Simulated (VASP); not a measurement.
Write the native input for VASP 6.6.1 that does the following.

```yaml
Task: single point
Functional: PBE
Potentials_or_basis: VASP PAW PBE potentials, release 64 (Mg)
Cutoff: 520 eV
k_mesh: 10 × 10 × 10
Occupations: methfessel-paxton, width 0.025 eV
Spin: no spin polarisation
Dipole_correction: no
Further_INCAR_settings: ALGO = Normal; EDIFF = 1e-06; NBANDS = 7
```

The structure of Mg lies in POSCAR:

```
Mg
1.0
    0.0000000000      2.2882721944      2.2882721944
    2.2882721944      0.0000000000      2.2882721944
    2.2882721944      2.2882721944      0.0000000000
Mg
1
Direct
    0.0000000000      0.0000000000      0.0000000000
```

This isn't the form of Mg at room conditions, which is hcp.

The cell isn't the ideal one: volume scaled by 1.06.

These files were run (other wordings do the same):

INCAR

```
SYSTEM = Mg
PREC = Accurate ; ENCUT = 520
EDIFF = 1E-6 ; ISMEAR = 1
SIGMA = 0.025 ; LREAL = .FALSE.
LASPH = .TRUE. ; NELM = 80
ALGO = Normal ; ISIF = 2
LWAVE = .FALSE. ; LCHARG = .TRUE.
GGA = PE ; LELF = .TRUE.
LVHAR = .TRUE. ; NBANDS = 7
```

KPOINTS

```
regular mesh
0
G
  10 10 10
  0 0 0
```

Potentials or basis: VASP PAW PBE potentials, release 64 (Mg).

The run is started by

```sh
$ cat potpaw_PBE.64/Mg/POTCAR > POTCAR
$ mpirun -np 1 vasp_std > vasp.out
```

Results of the run:

```json
{
  "Pressure": "-1.3 GPa",
  "Band gap on the k mesh": "none (metal or under the smearing width)"
}
```

It took 3.8 s on 1 thread of Intel(R) Xeon(R) Platinum 8488C (Sapphire Rapids), on a shared host, peak memory 0.13 GiB.
